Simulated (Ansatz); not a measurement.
The system is Sb.

```
Sb
1.0
     3.16000    0.00000    0.00000
     0.00000    3.16000    0.00000
     0.00000    0.00000    3.16000
Sb
1
Direct
  0.00000 0.00000 0.00000
```

This isn't the form of Sb at room conditions, which is rhombohedral.

- Program: Ansatz 0.2.0
- Task: relaxation of cell and atoms
- Functional: PBE
- Dispersion: D3(BJ)
- Potentials or basis: Ansatz PAW
- Cutoff: 420 eV (not typed: the program's choice for these potentials)
- k mesh: 8 × 8 × 8
- Occupations: fermi-dirac, width 0.05 eV
- Spin: no spin polarisation

At the start: volume 31.55 Å³/atom.

Where does the relaxation end?

It ends after 5 steps and the volume is 28.90 Å³/atom (-8.4 %); space group Pm-3m (No. 221, to 0.05 Å).

Step by step:
```tsv
step	energy change (eV)	largest force (eV/Å)	volume (Å³)
1	0.0000	0.0000	31.55
2	-0.0344	0.0000	27.83
3	-0.0423	0.0000	29.06
4	-0.0425	0.0000	28.90
5	-0.0420	0.0000	28.90
```

Final structure:
```yaml
crystal:
  lattice:
    - [3.06865, 0.00000, 0.00000]
    - [0.00000, 3.06865, 0.00000]
    - [0.00000, 0.00000, 3.06865]
  atoms:
    - { symbol: Sb, position: [0.00000, 0.00000, 0.00000] }
```

Caveat: the plane-wave basis is chosen anew once the cell has moved, so the energies of steps on either side of that aren't comparable; pairwise dispersion overbinds metals, which lowers pressure and volume.
